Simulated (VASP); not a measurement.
A run of VASP 6.6.1:

POSCAR

```
Sn
1.0
    2.8023520570     -4.7494670463      0.0000000000
    2.8023520570      4.7494670463      0.0000000000
    0.0000000000      0.0000000000      5.6121593260
Sn
4
Direct
    0.1525000000      0.8475000000      0.0785000000
    0.6525000000      0.3475000000      0.4215000000
    0.8475000000      0.1525000000      0.9215000000
    0.3475000000      0.6525000000      0.5785000000
```

Contents of INCAR.step1:

```
ALGO = Normal
EDIFF = 1E-4
ENCUT = 520
GGA = PE
ISMEAR = 0
LASPH = T
LCHARG = F
LREAL = F
LWAVE = T
NBANDS = 36
NELM = 100
PREC = Accurate
SIGMA = 0.1
```

INCAR.step2

```
ALGO = Normal
EDIFF = 1E-6
ENCUT = 520
ISIF = 2
ISMEAR = 0
ISTART = 1
LASPH = T
LCHARG = F
LMIXTAU = T
LREAL = F
LWAVE = F
METAGGA = R2SCAN
NBANDS = 36
NELM = 100
PREC = Accurate
SIGMA = 0.1
```

KPOINTS

```
k-points
0
Gamma
  4 4 4
```

Potentials or basis: VASP PAW PBE potentials, release 64 (Sn_d).

Launch:

```console
$ cat potpaw_PBE.64/Sn_d/POTCAR > POTCAR
$ cp INCAR.step1 INCAR
$ mpirun -np 1 vasp_std > vasp.out
$ cp INCAR.step2 INCAR
$ mpirun -np 1 vasp_std > vasp.out
```

Hardware: 1 thread of Intel(R) Xeon(R) Platinum 8488C (Sapphire Rapids), with other jobs on the host.

**Question.** How long does it take, and how much memory?

**Answer.** It took 4.3 min on 1 thread of Intel(R) Xeon(R) Platinum 8488C (Sapphire Rapids) (shared host), peak memory 0.32 GiB. Counts: scf iterations 9, k points 21.
